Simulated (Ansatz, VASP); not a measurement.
# One calculation of SnSe, two programs

```
Sn Se
1.0
     0.00000    3.15702    2.97349
     3.15702    0.00000    2.97349
     3.15702    3.15702    0.00000
Sn Se
1 1
Direct
  0.00000 0.00000 0.00000
  0.50000 0.50000 0.50000
```

Change from the starting cell: epitaxial_xy strain +5.2%.

Alike in both runs: task single point; functional r2SCAN; k mesh 8 × 8 × 8; occupations fermi-dirac, width 0.02 eV; no spin polarisation.

|  | VASP | Ansatz |
| --- | --- | --- |
| version | VASP 6.6.1 | Ansatz 0.2.0 |
| potentials or method | VASP PAW PBE potentials, release 64 (Sn_d, Se) | plane waves, PAW |
| plane-wave cutoff (eV) | 520 | 500 |
| valence electrons in the cell | 20 | 30 |

|  | VASP | Ansatz | Ansatz less VASP |
| --- | --- | --- | --- |
| pressure (GPa) | -3.4 | -3.4 | +0.01 |
| largest component of the traceless stress (GPa) | 3.68 | 3.67 | -0.010 |

The two sets of potentials don't hold the same shells in valence.

Caveats: the PAW data sets were made with another functional, which shifts forces and pressure a little (VASP). A k mesh can miss the band edges.
